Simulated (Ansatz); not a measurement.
Density of states of Te (P3_121, a = 4.519 Å, b = 4.519 Å, c = 5.956 Å, α = 90.00°, β = 90.00°, γ = 120.00°), in states per eV and primitive cell, averaged over bins of 0.4 eV. Level of theory: Ansatz, DFT PBE, scalar-relativistic, plane waves, PAW.

Plane waves to 420 eV, a k mesh through Γ of 12×12×6 on the computed 3-atom cell and Gaussian smearing (0.01 eV); no spin polarisation.

The cell is relaxed at this level. The states (both spins) are summed by tetrahedra on a 18×18×9 mesh at the self-consistent density. Energies are bin centres; the table starts no lower than −8 eV and ends at 6 eV, or lower where the solved bands end.

The gap is 0.21 eV at this level, with the zero inside it.

| E − E_F (eV) | total | Te 5p | Te 5s |
| --- | --- | --- | --- |
| -5.35 | 0.70 | 0.68 | 0.01 |
| -4.95 | 1.85 | 1.81 | 0.03 |
| -4.55 | 3.24 | 3.16 | 0.06 |
| -4.15 | 2.73 | 2.63 | 0.08 |
| -3.75 | 2.37 | 2.25 | 0.10 |
| -3.35 | 2.81 | 2.65 | 0.14 |
| -2.95 | 2.07 | 1.93 | 0.11 |
| -2.55 | 1.48 | 1.39 | 0.08 |
| -2.15 | 2.26 | 2.12 | 0.11 |
| -1.75 | 2.84 | 2.67 | 0.13 |
| -1.35 | 3.10 | 2.91 | 0.14 |
| -0.95 | 3.05 | 2.87 | 0.12 |
| -0.55 | 1.39 | 1.30 | 0.07 |
| -0.15 | 0.14 | 0.13 | 0.01 |
| 0.25 | 0.05 | 0.05 | 0.00 |
| 0.65 | 2.70 | 2.46 | 0.13 |
| 1.05 | 2.84 | 2.60 | 0.10 |
| 1.45 | 3.20 | 2.98 | 0.06 |
| 1.85 | 2.56 | 2.38 | 0.04 |
| 2.25 | 1.99 | 1.85 | 0.03 |
| 2.65 | 1.01 | 0.95 | 0.01 |
| 3.05 | 0.68 | 0.55 | 0.01 |
| 3.45 | 0.57 | 0.12 | 0.00 |
| 3.85 | 0.92 | 0.07 | 0.00 |
| 4.25 | 1.72 | 0.08 | 0.00 |
| 4.65 | 1.67 | 0.05 | 0.00 |
| 5.05 | 1.28 | 0.02 | 0.00 |
| 5.45 | 1.86 | 0.03 | 0.00 |

The columns after the total are the Löwdin projections on the occupied valence shells of the potentials. The rest of the total lies in shells that are empty in the free atom, which aren't projected, and between the atoms.

Spin-orbit coupling is left out, which matters for the bands of heavy elements.

Cost: 1 run of about 1.4 core-minutes, on Intel Xeon 6975P-C (Granite Rapids) (shared hosts).